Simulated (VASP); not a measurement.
Runs of VASP 6.6.1 on FeNi (Tetrataenite). The structure is tetragonal, space group P4/mmm (No. 123). Conventional cell: a = 2.533 Å, b = 2.533 Å, c = 3.582 Å, α = 90.00°, β = 90.00°, γ = 90.00°. Ni (site symmetry 4/mmm) is surrounded by 8 Fe at 2.53 Å and 4 Ni at 2.53 Å. Around Fe (site symmetry 4/mmm) lie 8 Ni at 2.53 Å and 4 Fe at 2.53 Å. 

| level | pressure (GPa) | moment (μB) |
| --- | --- | --- |
| TB-mBJ | - | 3.39 |
| revTPSS | -10.9 | 3.40 |
| LMBJ | - | 3.39 |
| MS2 | -10.1 | (a) |

Alike in all rows: task band structure; potentials or basis VASP PAW PBE potentials, release 64 (Ni, Fe); spin collinear, ferromagnetic start; cell as given; k mesh 10 × 10 × 8; cutoff (eV) 520; smearing fermi-dirac 0.05 eV.

**Question.** Fill in the values left out.

**Answer.** (a) 3.49.

Caveats: the PAW data sets were made with another functional, which shifts forces and pressure a little.

Runs at the PBE level aren't shown here.
